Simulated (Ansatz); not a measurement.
# A Ti vacancy and an O vacancy, 6.84 Å apart on the ideal sites in rutile TiO2, 70 atoms, charge 0

All numbers come from Ansatz (PAW, plane waves, no spin–orbit coupling) at the single k point (¼, ¼, ¼) without its symmetry partners. The atoms were relaxed with PBEsol in a fixed cell; other functionals are single points on those atoms unless said otherwise. The valence top and gap of the host come from its small cell on a dense mesh, with the band extrema sought between the mesh points, lined up by the mean potential, PBEsol gap 1.87 eV, r²SCAN gap 2.24 eV.

Cell: a = 9.183 Å, b = 9.183 Å, c = 8.817 Å, α = 90.00°, β = 90.00°, γ = 90.00°.

Nearest atoms after relaxation, from the placed atom (for vacancies from the middle of the vacant sites): Ti at 0.92 Å, O at 1.32 Å, O at 1.67 Å, O at 1.67 Å, Ti at 2.23 Å, O at 2.62 Å, O at 2.63 Å, O at 2.64 Å.

Chemical potentials μ are those of reference phases of the elements at zero temperature by the same functional (the usual solids, diamond for C, grey Sn, and the molecules H2, N2, O2, F2, Cl2, Br2 and S8).

```tsv
functional	E(defect) − E(host) − Σ nμ + q·E_VBM (eV)	monopole (eV)	alignment (eV)	formation energy at E_F = VBM (eV)	moment (μB)	wall time, shared host
PBEsol	14.03	0.00	0.00	14.03	0.0	23 s on NVIDIA GB300 (relaxation)
r²SCAN	15.40	0.00	0.00	15.40	0.0	12 s on NVIDIA GB300
```

r²SCAN one-electron levels near the gap (the ten most localised at most), from the host's valence top:

| level (eV) | spin | filling | atoms sharing it | element of the atom with most weight |
| --- | --- | --- | --- | --- |
| 2.35 | up | 0.00 | 12.6 | Ti |
| 2.35 | down | 0.00 | 12.6 | Ti |
| 2.40 | up | 0.00 | 19.1 | Ti |
| 2.40 | down | 0.00 | 19.1 | Ti |

The charge sits partly or wholly in a band of the host, at the cell's one k point and not at the band edge, so the formation energy is too high and the charge correction doesn't apply as it stands.

PBEsol tends to spread a hole over several anions where a hybrid would trap it on one, and single points on PBEsol atoms lack that distortion.

All elements are taken at their own reference at once; growth conditions in equilibrium with the host shift these energies, by up to the host's formation enthalpy.

One k point and a cell of this size can leave errors of several tenths of an eV in such numbers.
